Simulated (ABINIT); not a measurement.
Crystal: CuO.

```xyz
4
Lattice="1.9910 -2.1536 0.0000 1.9910 2.1536 0.0000 0.0000 0.0000 5.1559" Properties=species:S:1:pos:R:3 pbc="T T T"
Cu    0.9955   -1.0768    0.0000
Cu    0.9955    1.0768    2.5780
O     1.9910    0.0000    1.2890
O     1.9910    0.0000    3.8669
```

Measurements of this composition are mostly on another form, of space group No. 15.

Base run:

| Property | Result |
| --- | --- |
| Program | ABINIT 10.8.3 (patched build) |
| Functional | LDA |
| Potentials or basis | JTH PAW LDA v2.0 |
| Cutoff | 707 eV |
| k mesh | 9 × 9 × 5 |
| Occupations | fermi-dirac, width 0.05 eV |
| Spin | no spin polarisation |

Its results: band gap on the k mesh none (metal or under the smearing width); pressure -12.2 GPa.

Question: The run is repeated on the same cell with these changes: functional from LDA to PBEsol; potentials or basis from JTH PAW LDA v2.0 to JTH PAW PBE v2.0. What comes out?

Answer: Band gap on the k mesh none (metal or under the smearing width); pressure -5.8 GPa.

Caveats: the run has no spin polarisation, though such a crystal can be magnetic; semilocal functionals often make such compounds metallic where correlation or magnetic order opens a gap, which also shifts bond lengths; the PAW data sets were made with another functional, which shifts forces and pressure a little (some runs).
